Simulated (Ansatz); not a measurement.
Crystal: CoSi.

```
Co Si
1.0
     2.78133    0.00000    0.00000
     0.00000    2.78133    0.00000
     0.00000    0.00000    2.78133
Co Si
1 1
Direct
  0.00000 0.00000 0.00000
  0.50000 0.50000 0.50000
```

Measurements of this composition are mostly on another form, of space group No. 198.

* Program: Ansatz 0.2.0
* Task: single point
* Functional: PBE
* Potentials or basis: all-electron LAPW, scalar-relativistic
* Cutoff: 272 eV (chosen from the basis error)
* Basis error allowed: 0.001 eV/atom
* k mesh: 10 × 10 × 10
* Occupations: fermi-dirac, width 0.05 eV
* Spin: collinear spin, ferromagnetic start
* Starting moments: [2.0, 0.0] μB

On this cell: pressure 0.8 GPa; largest force zero by symmetry; net moment 0.56 μB per cell; site moments Co +0.56; Si +0.01 μB; band gap on the k mesh none (metal or under the smearing width).

The same run follows on a disturbed copy (atoms moved at random, drawn with an rms of 0.05 Å):

```xyz
2
Lattice="2.7813 0.0000 0.0000 0.0000 2.7813 0.0000 0.0000 0.0000 2.7813" Properties=species:S:1:pos:R:3 pbc="T T T"
Co   -0.0283   -0.0311   -0.0005
Si    1.3704    1.4038    1.4212
```

Task: What does the disturbed cell give?

Result: The energy (extrapolated to zero smearing) moves by +3.7 meV/atom; pressure 1.0 GPa; largest force 0.271 eV/Å; net moment 0.55 μB per cell; site moments Co +0.56; Si +0.01 μB; band gap on the k mesh none (metal or under the smearing width).

Forces in eV/Å, atoms in the order of the input:
```
Co   0.040  0.219  0.154
Si  -0.040 -0.219 -0.154
```

Stress tensor (GPa, compression positive):
```
1.12 0.09 0.07
0.09 0.95 0.35
0.07 0.35 1.04
```
